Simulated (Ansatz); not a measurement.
We consider cubic perovskite CsPbI3 (cubic high-temperature phase), described by PBEsol in Ansatz (plane waves, PAW).

Numerical settings: plane-wave cutoff 520 eV, 6×6×6 k mesh, Fermi–Dirac smearing 0.01 eV, scalar-relativistic PAW data made under PBE.

Pressure at four volumes; x = ln(V/48.771 Å³). One pressure is withheld.

| V (Å³/atom) | x | P (GPa) |
|---|---|---|
| 45.845 | -0.0619 | 1.245 |
| 48.771 | 0.0000 | -0.001 |
| 50.722 | 0.0392 | -0.621 |
| 51.698 | 0.0583 | ? |

Task: Pass a parabola P(x) through the three rows shown, estimate the bulk modulus and its pressure derivative near zero pressure, and predict the withheld pressure.

Result: Slopes between the rows: (-0.001 − (1.245))/(0.0000 − (-0.0619)) = -20.13 and (-0.621 − (-0.001))/(0.0392 − (0.0000)) = -15.82 GPa. Their difference over the span 0.1011 is c = 4.31/0.1011 = 42.6 GPa, so P(x) = 1.245 + (-20.13)(x − (-0.0619)) + 42.6 (x − (-0.0619))(x − (0.0000)). At the middle row B = −dP/dx = −[-20.13 + 42.6 × 0.0619] = 17.5 GPa, and B′ = dB/dP = 2c/B = 4.9. At x = 0.0583 the parabola gives -0.876 GPa; the run gives -0.881 GPa. The Birch–Murnaghan fit to the energies at all volumes has B0 = 17.4 GPa and B′ = 4.8.

Note: the relaxation could not lower the start's symmetry, so the cell can be a saddle point above a distorted one.

Spin–orbit coupling is not included; it can shift volumes and moduli of such heavy elements.

Ansatz is a program for electronic structure.
